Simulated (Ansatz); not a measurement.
NaI, NiAs type, relaxed with r2SCAN: 4 runs in the plane-wave code Ansatz, each a calculation of independent-particle optics. It is hexagonal, P6_3/mmc (No. 194); conventional cell a = 4.505 Å, c = 7.676 Å, 33.72 Å³ an atom. Around Na lie 6 I at 3.23 Å; around I lie 6 Na at 3.23 Å. Note: simulated data, non-magnetic, for a generated structure that need not be the stable one.

```
Na I
1.0
     4.50465    0.00000    0.00000
    -2.25232    3.90114    0.00000
     0.00000    0.00000    7.67570
Na I
2 2
Direct
  0.00000 0.00000 0.00000
  0.00000 0.00000 0.50000
  0.33333 0.66667 0.25000
  0.66667 0.33333 0.75000
```

On meshes this coarse, single peaks can be features of the mesh. No local fields, no excitons; the zone sum runs over the cells of the mesh, and ε∞ includes the bands left out of the spectrum. Up to four peaks are listed, those above 15 % of the tallest and inside the complete range; the four can differ from row to row. Rows marked drawn have settings drawn at random (some not listed).

| functional | k mesh | broadening (eV) | scissors (eV) | range (eV) | settings | direct gap on the mesh before scissors (eV) | ε∞ xx | ε∞ yy | ε∞ zz | complete up to (eV) | tallest peaks of mean ε₂ (eV) |
| --- | --- | --- | --- | --- | --- | --- | --- | --- | --- | --- | --- |
| PBE | 6×6×4 | 0.1 | 0.00 | 0–17 | chosen | 3.57 | 3.79 | 3.79 | 3.80 | 17.0 | 5.60 6.05 7.20 7.45 |
| r2SCAN | 6×6×4 | 0.1 | 0.00 | 0–17 | chosen | 4.35 | 3.43 | 3.43 | 3.45 | 17.0 | 6.70 7.75 8.05 8.80 |
| PBE | 6×6×4 | 0.1 | 1.03 (to HSE06) | 0–17 | chosen | 3.57 | 3.44 | 3.44 | 3.45 | 17.0 | 6.60 7.10 8.20 8.45 |
| PBEsol | 6×6×2 | 0.05 | 0.00 | 0–30 | drawn | 3.44 | 3.87 | 3.87 | 3.88 | 30.0 | 5.95 6.85 7.10 7.35 |

No spin-orbit coupling is included; it can move band edges with weight on the heavy atoms by tenths of an eV.
